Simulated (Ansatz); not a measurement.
# HgTe: a single-point run

Aim: a sound single-point run of HgTe. The structure is shown as the input types it.

Computed with Ansatz 0.2.0 (density functional or hybrid calculation with the settings of its input, plane waves (as first typed), unless a step's input says otherwise).

2 further runs of the same task are left out: 1 for a known fault of the program, 1 that didn't finish.

## 1. Starting point

It takes space group Fm-3m (No. 225, cubic). The conventional cell has a = 6.041 Å, b = 6.041 Å, c = 6.041 Å, α = 90.00°, β = 90.00°, γ = 90.00°. Around Hg (site symmetry m-3m) lie 6 Te at 3.02 Å. Te (site symmetry m-3m) is surrounded by 6 Hg at 3.02 Å.

Coordinates:

```xyz
2
Lattice="0.0000 3.0204 3.0204 3.0204 0.0000 3.0204 3.0204 3.0204 0.0000" Properties=species:S:1:pos:R:3 pbc="T T T"
Hg    0.0000    0.0000    0.0000
Te    3.0204    3.0204    3.0204
```

## 2. Running it

Input file input.yaml:

```yaml
crystal:
  lattice:
    - [0.0, 3.0204014051, 3.0204014051]
    - [3.0204014051, 0.0, 3.0204014051]
    - [3.0204014051, 3.0204014051, 0.0]
  atoms:
    - { symbol: Hg, position: [0.0, 0.0, 0.0] }
    - { symbol: Te, position: [0.5, 0.5, 0.5] }
kpoints:
  mp_grid: { grid: [6, 6, 6] }
hamiltonian:
  xc: pbe
  dispersion: d2
scf:
  occupations: { method: fermi_dirac, width: 0.02 }
  n_extra_bands: 4
output:
  forces: true
  stress: true
  eigenvalues: true
```

On the command line:

```
$ ansatz run input.yaml --threads 4 --pin off --max-ram 3686MiB --backend cpu --events-out ev --progress --plain --runs-dir out
```

What happens when this is run?

Nothing was computed: the input was turned down at the start. Its message: «line 13 column 15: hamiltonian.dispersion: `d2` is not `none`, `rvv10`, `d3bj`, `d3bjatm`, `d4` or a map `{method: …, s8: …, a1: …, a2_bohr: …}` (numbers without units, a2 in bohr) or `{method: …, functional: …}`»

The suspect setting: hamiltonian.dispersion is d2. No dispersion parameters exist for this functional, or it already holds a non-local term.

Remedy: delete hamiltonian.dispersion.
